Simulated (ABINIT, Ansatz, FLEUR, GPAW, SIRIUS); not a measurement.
## ZnS: band gap by level of theory

It takes space group F-43m (No. 216, cubic). The conventional cell has a = 5.404 Å, b = 5.404 Å, c = 5.404 Å, α = 90.00°, β = 90.00°, γ = 90.00°. Around Zn (site symmetry -43m) lie 4 S at 2.34 Å. S (site symmetry -43m) has 4 Zn at 2.34 Å as nearest neighbours.

| rung | level | program and potentials | cutoff (eV) | k mesh | task | core time | chip | band gap (eV) | notes |
| --- | --- | --- | --- | --- | --- | --- | --- | --- | --- |
| GGA | PBEsol | Ansatz, PAW datasets made for the crystal | 280 | 6 × 6 × 6 | single point | 4.9 s | AMD EPYC 7R13 Zen 3 | 1.97 | 9 valence electrons an atom on average |
| GGA | AM05 | GPAW, PAW data sets generated for this functional | 510 | 6 × 6 × 6 | electron localisation function | 8.2 s | AMD EPYC 7B13 Zen 3 | 2.09 | 9 valence electrons an atom on average |
| GGA | PBEsol | Ansatz, Ansatz PAW (files of its older set among them) | 660 | 9 × 9 × 9 | band structure | 12 s | Intel Xeon | 1.98 | potentials made for PBE, which Ansatz adapts in part; 13 valence electrons an atom on average |
| GGA | BLYP | Ansatz, all-electron LAPW, scalar-relativistic | - | 9 × 9 × 9 | band structure | 15 s | Arm Neoverse V1 | 2.09 | - |
| LDA | LDA | Ansatz, all-electron LAPW, scalar-relativistic | - | 9 × 9 × 9 | band structure | 15 s | AMD EPYC 7R43 Zen 3 | 1.86 | - |
| GGA | PBEsol | Ansatz, JTH PAW | 1080 | 9 × 9 × 9 | band structure | 16 s | Intel Xeon | 1.96 | potentials made for PBE; 9 valence electrons an atom on average |
| non-local van der Waals functional | C09-vdW | GPAW, GPAW PAW data sets (gpaw-data 1.2.1) | 600 | 7 × 7 × 7 | band structure | 27 s | Intel Xeon Platinum 8488C Sapphire Rapids | 2.07 | potentials made for PBE; 9 valence electrons an atom on average |
| non-local van der Waals functional | vdW-DF | GPAW, GPAW PAW data sets (gpaw-data 1.2.1) | 600 | 7 × 7 × 7 | band structure | 30 s | Intel Xeon Platinum 8488C Sapphire Rapids | 2.31 | potentials made for PBE; 9 valence electrons an atom on average |
| GGA | PBE | ABINIT, SPMS NC PBE v1.0 | 925 | 9 × 9 × 9 | band structure | 2.2 min | Arm Neoverse V2 | 2.11 | 13 valence electrons an atom on average |
| LDA | LDA | FLEUR, all-electron, FLAPW | - | 9 × 9 × 9 | band structure | 2.3 min | Intel Xeon Platinum 8223CL Skylake/Cascade Lake | 1.86 | - |
| GGA | PBEsol | SIRIUS, PseudoDojo 0.4.1 PBE standard (scalar relativistic) | 1152 | 4 × 4 × 4 | band structure | 3.3 min | Intel Xeon Platinum 8488C Sapphire Rapids | 1.93 | coarse mesh; potentials made for PBE; 13 valence electrons an atom on average |
| LDA | LDA | SIRIUS, PseudoDojo 0.4.1 PBE standard (scalar relativistic) | 1152 | 4 × 4 × 4 | band structure | 3.5 min | Intel Xeon Platinum 8488C Sapphire Rapids | 1.73 | coarse mesh; potentials made for PBE; 13 valence electrons an atom on average |

Times are single runs on shared hosts and different chips, so they are rough; meshes, cutoffs and the tasks' sizes weigh on the time. All rows: no spin polarisation. Gaps are the least found on the k mesh or the band path, and a mesh can miss the band edges. The cell comes from a database and isn't always the measured one. Meshes differ between rows, which moves values too. All levels ran on this one cell, unrelaxed unless noted. Meshes are those of the run's cell of 2 atoms unless a note names another. Misses use the values as printed. Runs on faulty files, with rough fits or with known faults for this quantity aren't shown. No row holds spin-orbit coupling.

Measured: 3.72 eV at 300 K (a printed reference work).

Which of the timed runs without a coarse mesh or an atomic basis is the cheapest that comes within 0.3 eV of the measured band gap?

None of them does; the nearest misses by -1.41 eV. LDA and GGA gaps fall short mostly because these functionals lack the derivative discontinuity; the runs are for a static lattice, while measurements hold temperature and zero-point motion.
